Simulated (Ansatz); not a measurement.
## TiSe under changes of volume

One of the cells (26.120 Å³/atom); the others are scaled copies at fixed shape and fractional positions:

```
Se Ti
1.0
     4.17836    0.00000    0.00000
     0.00000    4.17836    0.00000
     0.00000    0.00000    5.98442
Se Ti
2 2
Direct
  0.00000 0.50000 0.76056
  0.50000 0.00000 0.23944
  0.00000 0.00000 0.00000
  0.50000 0.50000 0.00000
```

The cell comes from a database or a generator and needn't be the stable form of this composition.

- Program: Ansatz 0.2.0
- Functional: LDA
- Potentials or basis: Ansatz PAW
- Cutoff: 420 eV (not typed: the program's choice for these potentials)
- k mesh: 7 × 7 × 5
- Occupations: fermi-dirac, width 0.05 eV
- Spin: no spin polarisation

```csv
volume (Å³/atom),energy over the lowest point (meV/atom),pressure (GPa),largest force (eV/Å)
24.553,0.00,-0.7,0.093
25.075,5.13,-2.3,0.169
25.598,15.05,-3.7,0.409
26.120,29.27,-4.9,0.631
26.642,?,?,?
27.165,68.73,-7.0,1.024
27.687,93.20,-7.9,1.198
```

What does the run at 26.642 Å³/atom give?

Energy over the lowest point 47.30 meV/atom; pressure -6.0 GPa; largest force 0.835 eV/Å.

Worked out: A Birch-Murnaghan fit of order 3 (a polynomial in V^(-2/3)) to the other rows has its minimum at 24.31 Å³/atom, just outside them, with B0 = V·E''(V) = 81 GPa and B' = 4.3 at fixed shape and positions, which overstates the stiffness. It gives 47.27 meV/atom at 26.642 Å³/atom, against the run's 47.30, and -dE/dV = -6.1 GPa, against -6.0.

Energies are extrapolated to zero smearing.

Caveats: the PAW data sets come from PBE, with cores solved anew for the run's functional, which leaves a small shift of forces and pressure; forces of over 1 eV/Å show positions far from the minimum, so gaps and moduli don't describe the material at rest (some runs).
